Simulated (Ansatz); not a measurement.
# Screening in BaTiO3 (Pm-3m)

Wanted: ε∞ of BaTiO3 (Pm-3m) from perturbation theory, a sum over states and the RPA step of G0W0, with cost.

Main program and level: Ansatz 0.2.0; linear response on PBE, plane waves, PAW.

Report form: the programs' logs are mostly left out.

### Step 1. Set-up

The structure is cubic, space group Pm-3m (No. 221). The conventional cell has a = 4.006 Å, b = 4.006 Å, c = 4.006 Å, α = 90.00°, β = 90.00°, γ = 90.00°. Nearest to Ba lie 12 O at 2.83 Å. Ti has 6 O at 2.00 Å nearest. Nearest to O lie 2 Ti at 2.00 Å and 4 Ba at 2.83 Å. Farther neighbours and most contacts between anions are not listed.

The cell and positions come from the Crystallography Open Database and are kept as given unless a step says otherwise. Spin-orbit coupling is left out unless a step names it. The default PAW set here is soft_1. Its files were made with PBE.

### Step 2. Response to a homogeneous field

ε∞ sets how strongly the crystal screens. Perturbation theory gives it with local fields and without a sum over empty bands.

This step: dielectric response by perturbation theory, PBE, plane waves, PAW.

Input file input.yaml:

```yaml
crystal:
  lattice:
    - [4.006, 0.0, 0.0]
    - [0.0, 4.006, 0.0]
    - [0.0, 0.0, 4.006]
  atoms:
    - { symbol: Ba, position: [0.5, 0.5, 0.5] }
    - { symbol: Ti, position: [0.0, 0.0, 0.0] }
    - { symbol: O, position: [0.5, 0.0, 0.0] }
    - { symbol: O, position: [0.0, 0.5, 0.0] }
    - { symbol: O, position: [0.0, 0.0, 0.5] }
kpoints:
  mp_grid: { grid: [6, 6, 6] }
hamiltonian:
  xc: pbe
  pseudopotentials: { kind: paw, azcp: { folder: "./paw" } }
scf:
  occupations: { method: fixed }
dielectric: {}
```

On the command line:

```console
ansatz run input.yaml --threads 3 --pin off --max-ram 92160MiB --backend cuda --events-out ev --progress --plain --runs-dir out --devices 1 --max-vram 13GiB
```

It took 38 s on 1 × NVIDIA H100 80GB HBM3 (shared by 6 runs) with 3 threads of AMD EPYC 7R13 (Zen 3), shared host; peak memory 1.2 GiB; 17 s of CPU time.

Numbers from this step:

```yaml
stated_error_of_eps_infinity: 0.022
```

One over ε∞ averages 0.15, under the quarter of exact exchange in PBE0, which by this rule of thumb may open the gap too far.

High-frequency dielectric tensor:

```
6.69 0.00 0.00
0.00 6.69 0.00
0.00 0.00 6.69
```

Born effective charge (e), principal values of the symmetric part by kind of site:

```
atom  atoms with these values    low  middle   high   mean
 Ba1                        1   2.76    2.76   2.76   2.76
 Ti2                        1   7.38    7.38   7.38   7.38
  O3                        3  -5.86   -2.14  -2.14  -3.38
```

In full for Ti2:

```
7.38 0.00 0.00
0.00 7.38 0.00
0.00 0.00 7.38
```

### Step 3. Independent-particle spectrum

The independent-particle spectrum shows where the oscillator strength lies, before excitons and local fields.

This step: independent-particle optics on PBE, plane waves, PAW.

input.yaml, as its differences from that of step 2:

```diff
@@ -18,2 +18,4 @@
   occupations: { method: fixed }
-dielectric: {}
+  n_extra_bands: 44
+output:
+  optics: { e_range: [0, 25], de: 0.1, sigma: 0.2 }
```

Wall time 28 s (1 × NVIDIA H100 80GB HBM3 (shared by 6 runs) with 3 threads); peak memory 1.3 GiB; 32 s of CPU time.

Numbers from this step:

* ε∞ without local fields (xx, yy, zz): 6.842, 6.842, 6.842
* electrons in the f-sum (xx, yy, zz): 27.90, 27.90, 27.90
* bands in the explicit sum (the static value is completed to all bands): 64

The sum gives ε∞ = 6.84 without local fields.

Independent particles, no local fields, Gaussian width 0.2 eV. ε₂, xx=yy=zz against photon energy; read off at these points:

```
photon energy (eV)  ε₂, xx=yy=zz
              1.50        6.7e-4
              2.00         0.599
              2.50          2.57
              3.00          4.14
              3.50          6.42
              4.00          9.18
              4.10          9.51
              4.50          6.30
              5.00          3.63
              5.50          2.78
              6.00          2.59
              6.50          3.97
              7.00          4.49
              7.50          3.68
              8.00          3.88
              8.50          5.00
              8.80          5.22
              9.00          4.90
              9.50          4.14
             10.00          4.64
             10.50          4.16
             11.00          3.38
             11.50          2.85
             12.00          2.62
             12.50          1.39
             13.00          1.14
             13.50         0.973
             14.00         0.785
             14.50         0.416
             15.00         0.516
             15.50          1.26
             16.00          1.19
             16.50          1.33
             17.00          2.04
             17.50          2.79
             18.00          4.22
             18.50          4.59
             19.00          4.82
             19.50          3.15
             20.00          2.17
             20.50          1.87
             21.00          2.06
             21.50          1.67
             22.00          1.33
             22.50         0.924
             23.00          1.00
             23.50         0.892
             24.00         0.592
             24.50         0.509
             25.00         0.507
```

Independent particles, no local fields, Gaussian width 0.2 eV. The loss function, xx=yy=zz by photon energy; read off at these points:

```
photon energy (eV)  loss function, xx=yy=zz
              1.50                   1.1e-5
              2.00                  0.00738
              2.50                   0.0259
              3.00                   0.0396
              3.50                   0.0578
              4.00                   0.0768
              4.50                    0.157
              5.00                    0.237
              5.50                    0.189
              6.00                    0.134
              6.50                    0.123
              7.00                    0.151
              7.50                    0.184
              8.00                    0.150
              8.50                    0.153
              9.00                    0.190
              9.50                    0.220
             10.00                    0.210
             10.50                    0.240
             11.00                    0.296
             11.50                    0.349
             12.00                    0.341
             12.50                    0.621
             13.00                    0.874
             13.20                    0.950
             13.50                    0.913
             14.00                    0.829
             14.50                    0.349
             15.00                    0.149
             15.50                    0.207
             16.00                    0.229
             16.50                    0.174
             17.00                    0.167
             17.50                    0.165
             18.00                    0.180
             18.50                    0.210
             19.00                    0.207
             19.50                    0.254
             20.00                    0.367
             20.50                    0.497
             21.00                    0.441
             21.50                    0.444
             22.00                    0.514
             22.50                    0.725
             23.00                    0.789
             23.50                    0.767
             24.00                     1.04
             24.50                     1.53
             25.00                     1.71
```

Independent particles, no local fields, Gaussian width 0.2 eV. Table of ε₁, xx=yy=zz by photon energy:

```
photon energy (eV)  ε₁, xx=yy=zz
               0.0          6.79
               0.5          6.86
               1.0          7.10
               1.5          7.65
               2.0          8.99
               2.5          9.63
               3.0          9.34
               3.5          8.36
               4.0          5.93
               4.5         0.639
               5.0          1.47
               5.5          2.64
               6.0          3.55
               6.5          4.05
               7.0          3.10
               7.5          2.53
               8.0          3.29
               8.5          2.76
               9.0          1.35
               9.5          1.29
              10.0         0.763
              10.5        -0.199
              11.0        -0.101
              11.5        -0.154
              12.0        -0.912
              12.5        -0.557
              13.0      -0.00596
              13.5         0.344
              14.0         0.576
              14.5          1.01
              15.0          1.78
              15.5          2.12
              16.0          1.95
              16.5          2.42
              17.0          2.84
              17.5          3.03
              18.0          2.36
              18.5         0.890
              19.0        -0.125
              19.5         -1.58
              20.0         -1.10
              20.5        -0.521
              21.0        -0.654
              21.5        -0.986
              22.0        -0.905
              22.5        -0.649
              23.0        -0.515
              23.5        -0.606
              24.0        -0.468
              24.5        -0.271
              25.0        -0.200
```

### Step 4. RPA screening from the G0W0 run

Now the one-shot GW correction: screening in the RPA, then the self-energy of the levels asked for.

This step: G0W0 on PBE, plane waves, PAW.

input.yaml, the sections that differ from step 3:

```yaml
kpoints:
  mp_grid: { grid: [4, 4, 4] }
scf:
  occupations: { method: fixed }
gw:
  n_empty_bands: 509
  ecut_chi: 230.0
  qp_bands: [v2, c2]
  qp_kpoints: band_edges
  screening: { model: contour_deformation }
# crystal, hamiltonian: as in step 3
# output: removed
```

Wall time 27 s (1 × NVIDIA H100 80GB HBM3 (shared by 6 runs) with 3 threads); peak memory 1.6 GiB.

This step gave:

```
bands summed                                 : 529
RPA ε∞ on this mesh (eigenvalues)            : 6.989, 6.989, 6.989
plane waves in the screening matrix          : 485
G0W0 gap on the mesh                         : 3.199 eV
k of the valence top                         : -0.5, -0.5, -0.5
k of the conduction bottom                   : 0, 0, 0
starting gap on the mesh                     : 1.791 eV
least direct G0W0 gap on the computed points : 3.323 eV
```

The gap on the mesh goes from 1.79 eV to 3.20 eV, a correction of +1.41 eV. Between the two edge states, bare exchange in place of the xc potential would open the gap by 12.73 eV, and correlation takes back 11.32 eV.

Mean over the mesh in bins of 0.25 1/Å. Table of static inverse dielectric function, diagonal by length of q+G:

```
length of q+G (Å⁻¹)  static inverse dielectric function, diagonal
               0.50                                         0.215
               0.72                                         0.266
               0.96                                         0.321
               1.25                                         0.399
               1.52                                         0.468
               1.75                                         0.523
               2.03                                         0.587
               2.26                                         0.634
               2.49                                         0.679
               2.75                                         0.723
               2.99                                         0.759
               3.26                                         0.792
               3.51                                         0.818
               3.73                                         0.838
               4.00                                         0.859
               4.25                                         0.876
               4.50                                         0.891
               4.77                                         0.906
               5.01                                         0.918
               5.25                                         0.929
               5.50                                         0.938
               5.74                                         0.946
               6.00                                         0.954
               6.25                                         0.961
               6.50                                         0.966
               6.76                                         0.972
               7.01                                         0.976
               7.26                                         0.980
               7.51                                         0.983
               7.70                                         0.985
```

### Step 5. The values together

Times are wall times on 1 × NVIDIA H100 80GB HBM3 (shared by 6 runs) with 3 threads of AMD EPYC 7R13 (Zen 3), shared host, good to a factor of about two.

```
                                          method                            mesh  ε∞, low  middle  high  mean  time
perturbation theory (local fields and xc kernel)  6×6×6 (response on 512 points)     6.69    6.69  6.69  6.69  38 s
               sum over states (no local fields)                           6×6×6     6.84    6.84  6.84  6.84  28 s
           RPA with local fields, on the GW mesh                           4×4×4     6.99    6.99  6.99  6.99  27 s
```

### Step 6. What came out

```
perturbation theory (local fields and xc kernel) : 6.69, 6.69, 6.69
sum over states (no local fields)                : 6.84, 6.84, 6.84
RPA with local fields, on the GW mesh            : 6.99, 6.99, 6.99
```

What this shows: Mean Born effective charge: Ba1 2.76, Ti2 7.38, O3 -3.38 e. Distinct peaks of the ε₂, xx=yy=zz stand at 4.1, 8.8 and 19.0 eV; the one at 4.1 eV is strongest. The loss function, xx=yy=zz has a distinct peak at 13.2 eV. The sum without local fields gives 6.84 in the mean against 6.69 by perturbation theory; local fields lower ε∞ and the xc kernel gives part of it back, though the sum also carries the error of its own mesh. The RPA values on the 4×4×4 mesh average 1.04 times those of perturbation theory (means 6.99 and 6.69). Without the xc kernel RPA should lie a little lower; it lies higher here. Perturbation theory sums its response on a denser mesh of its own, so the coarser sum of the GW run is the likely cause. PBE usually puts the gap too low, which tends to raise ε∞. Ions are clamped, so the lattice part of the static constant is not in these numbers.

[Paths, hosts, dates, memory and timing lines, banners, echoed tables and standing remarks are left out of the program output.]

[Logs are printed without paths, hosts, clocks, repeated set-up lines and the standing remarks that a program may print on its own settings, such as how far it seeks lower states.]

[Runs of the session that timed out or met a known fault of the program may be left out.]

[Cells called generated may have been cut or substituted from an entry of the Crystallography Open Database or the Materials Project.]

[Hosts, paths, dates, database ids (printed as entryN), source tags and the programs' standing remarks are cut or masked in the printed files.]
